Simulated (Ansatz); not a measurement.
**Sb under changes of volume**

One of the cells (31.554 Å³/atom); the others are scaled copies at fixed shape and fractional positions:

```
Sb
1.0
     3.16000    0.00000    0.00000
     0.00000    3.16000    0.00000
     0.00000    0.00000    3.16000
Sb
1
Direct
  0.00000 0.00000 0.00000
```

This isn't the form of Sb at room conditions, which is rhombohedral.

```yaml
Program: Ansatz 0.2.0
Functional: PBE0
Potentials_or_basis: Ansatz PAW
Cutoff: "420 eV (not typed: the program's choice for these potentials)"
k_mesh: 6 × 6 × 6
Occupations: fermi-dirac, width 0.05 eV
Spin: no spin polarisation
```

```tsv
volume (Å³/atom)	energy over the lowest point (meV/atom)	pressure (GPa)
29.661	0.00	-2.0
30.292	3.90	-0.9
30.923	9.88	-2.1
31.554	?	?
32.186	34.92	-4.1
32.817	52.96	-5.0
33.448	73.02	-5.1
```

What does the run at 31.554 Å³/atom give?

Energy over the lowest point 20.42 meV/atom; pressure -3.2 GPa.

Worked out: A Birch-Murnaghan fit of order 3 (a polynomial in V^(-2/3)) to the other rows has its minimum at 29.47 Å³/atom, just outside them, with B0 = V·E''(V) = 47 GPa (rough, since the energies scatter). It gives 20.94 meV/atom at 31.554 Å³/atom, against the run's 20.42, and -dE/dV = -3.1 GPa, against -3.2.

Energies are extrapolated to zero smearing.

Caveats: the PAW data sets come from PBE, with cores solved anew for the run's functional, which leaves a small shift of forces and pressure; the thresholds are loose for stress.
